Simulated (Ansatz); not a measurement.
**PtSe2 (Sudovikovite) in Ansatz: the effect of Hubbard term**

Crystal: PtSe2 (Sudovikovite).

```xyz
3
Lattice="3.7240 0.0000 0.0000 -1.8620 3.2251 0.0000 0.0000 0.0000 5.0620" Properties=species:S:1:pos:R:3 pbc="T T T"
Pt    0.0000    0.0000    0.0000
Se    1.8620    1.0750    3.7965
Se    0.0000    2.1501    1.2655
```

Alike in all runs:

| Quantity | Value |
| --- | --- |
| Program | Ansatz 0.2.0 |
| Task | projected density of states |
| Functional | PBEsol |
| Potentials or basis | Ansatz PAW |
| Cutoff | 420 eV (not typed: the program's choice for these potentials) |
| k mesh | 8 × 8 × 5 |
| Occupations | fermi-dirac, width 0.05 eV |
| Spin | no spin polarisation |
| Hubbard projectors | ortho-atomic (the default) |
| Double counting | fll (the default) |

```tsv
Hubbard term	pressure (GPa)	largest force (eV/Å)
none	2.1	0.34
Pt d U = 1 eV	2.2	0.36
Pt d U = 2 eV	2.2	0.39
Pt d U = 3 eV	?	?
Pt d U = 4 eV	2.4	0.45
Pt d U = 5 eV	2.5	0.47
Pt d U = 6 eV	2.6	0.50
Pt d U = 8 eV	3.0	0.56
```

Task: What does the run with Hubbard term Pt d U = 3 eV give?

Result: Pressure 2.3 GPa; largest force 0.42 eV/Å.

Worked out: A parabola through the other rows of the pressure, of slope 0.0852 GPa per eV there, gives 2.3 GPa, against the run's 2.3. A straight line through the other rows of the largest force, of slope 0.0277 eV/Å per eV, gives 0.42 eV/Å, against the run's 0.42.

Caveats: the PAW data sets come from PBE, with cores solved anew for the run's functional, which leaves a small shift of forces and pressure; U without spin polarisation on a metal has little footing (some runs).
